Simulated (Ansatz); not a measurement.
Crystal: PtSe2.

```
Pt Se
1.0
     3.28021   -2.01083    0.00000
     3.28021    2.01083    0.00000
    -0.00323    0.00000    4.62578
Pt Se
1 2
Cartesian
  0.0000 0.0000 0.0000
  4.5120 0.0000 1.3364
  2.0452 0.0000 3.2894
```

The cell was built by a generator and isn't the measured one.

Base run:

```yaml
Program: Ansatz 0.2.0
Functional: LDA
Potentials_or_basis: Ansatz PAW
Cutoff: "420 eV (not typed: the program's choice for these potentials)"
k_mesh: 6 × 6 × 4
Occupations: gaussian, width 0.05 eV
Spin: collinear spin, ferromagnetic start
Starting_moments: "[0.5, 0.0, 0.0] μB"
Hubbard_terms: Pt d U = 4 eV
```

Its results: band gap on the k mesh none (metal or under the smearing width); pressure -9.2 GPa; net moment 0.00 μB per cell; largest force 0.952 eV/Å.

The run is repeated on the same cell with these changes: hubbard terms from Pt d U = 4 eV to Pt d U = 8 eV. What comes out?

Band gap on the k mesh none (metal or under the smearing width); pressure -8.4 GPa; net moment 0.00 μB per cell; largest force 0.581 eV/Å.

Caveats: the magnetic or orbital state may not be the lowest; the PAW data sets come from PBE, with cores solved anew for the run's functional, which leaves a small shift of forces and pressure; the starting moments weren't kept.
